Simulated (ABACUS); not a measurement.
Wanted: the native input for an ABACUS 3.10.1 run.

```yaml
Task: relaxation of cell and atoms
Functional: TPSS
Potentials_or_basis: SG15 ONCV 1.2 PBE
Cutoff: 1306 eV
Density_cutoff: 5225 eV
Basis: plane waves
k_mesh: 4 × 4 × 4
Occupations: fermi-dirac, width 0.05 eV
Spin: no spin polarisation
Max_steps_of_the_relaxation: 60
Force_threshold: 0.02 eV/Å
Optimiser: cg
Stress_threshold: 0.5 kbar
Radial_cutoff_of_the_potentials_pseudo_rcut: 10 bohr
SCF_threshold_on_the_density: 1e-08
Max_SCF_steps: 100
Eigensolver: dav
Mixing: broyden
Mixing_share: 0.7
Symmetry_key: 1
Bands: 19
```

Crystal: TePb.

```xyz
2
Lattice="4.0023 0.0000 0.0000 0.0000 4.0023 0.0000 0.0000 0.0000 4.0023" Properties=species:S:1:pos:R:3 pbc="T T T"
Pb    0.0000    0.0000    0.0000
Te    2.0011    2.0011    2.0011
```

Measurements of this composition are mostly on another form, of space group No. 225.

The input as run:

INPUT

```
INPUT_PARAMETERS
suffix              TePb
calculation         cell-relax
basis_type          pw
pseudo_dir          ./
symmetry            1
dft_functional      MGGA_X_TPSS+MGGA_C_TPSS
ecutwfc             96
pseudo_rcut         10
nspin               1
nbands              19
ks_solver           dav
smearing_method     fd
smearing_sigma      0.00367493
scf_thr             1e-08
scf_nmax            100
mixing_type         broyden
mixing_beta         0.7
cal_force           1
cal_stress          1
mixing_tau          1
relax_nmax          60
force_thr_ev        0.02
relax_method        cg
out_stru            1
stress_thr          0.5
kpar                4
```

STRU

```
ATOMIC_SPECIES
Pb 207.2000 Pb_ONCV_PBE-1.2.upf
Te 127.6000 Te_ONCV_PBE-1.2.upf

LATTICE_CONSTANT
1.8897261246

LATTICE_VECTORS
4.0022870000 0.0000000000 0.0000000000
0.0000000000 4.0022870000 0.0000000000
0.0000000000 0.0000000000 4.0022870000

ATOMIC_POSITIONS
Cartesian

Pb
0.0
1
0.0000000000 0.0000000000 0.0000000000 1 1 1

Te
0.0
1
2.0011435000 2.0011435000 2.0011435000 1 1 1
```

KPT

```
K_POINTS
0
Gamma
4 4 4 0 0 0
```

Potentials or basis: SG15 ONCV 1.2 PBE, plane waves.

Run with:

```console
$ OMP_NUM_THREADS=1 mpirun -np 4 abacus > log
```

It gave:

```yaml
Relaxed_volume: 31.64 Å³/atom
Relaxed_cell: a = 3.985 Å, b = 3.985 Å, c = 3.985 Å, α = 90.00°, β = 90.00°, γ = 90.00°
Space_group_after_relaxing_to_0.05_Å: Pm-3m (No. 221)
Energy_gained_by_relaxing: 0.7 meV/atom
Ionic_steps: 3
Pressure_after_relaxing: 0.0 GPa
Band_gap_on_the_k_mesh: none (metal or under the smearing width)
```

Caveat: the k mesh is coarse (spacing up to 0.39 Å⁻¹), so the values aren't converged; the potentials were made for another functional, which shifts forces and pressure.

Run time: 40 s on 4 MPI ranks on Intel(R) Xeon(R) Platinum 8375C CPU @ 2.90GHz (Ice Lake), with other jobs on the host, peak memory 0.6 GiB a rank.
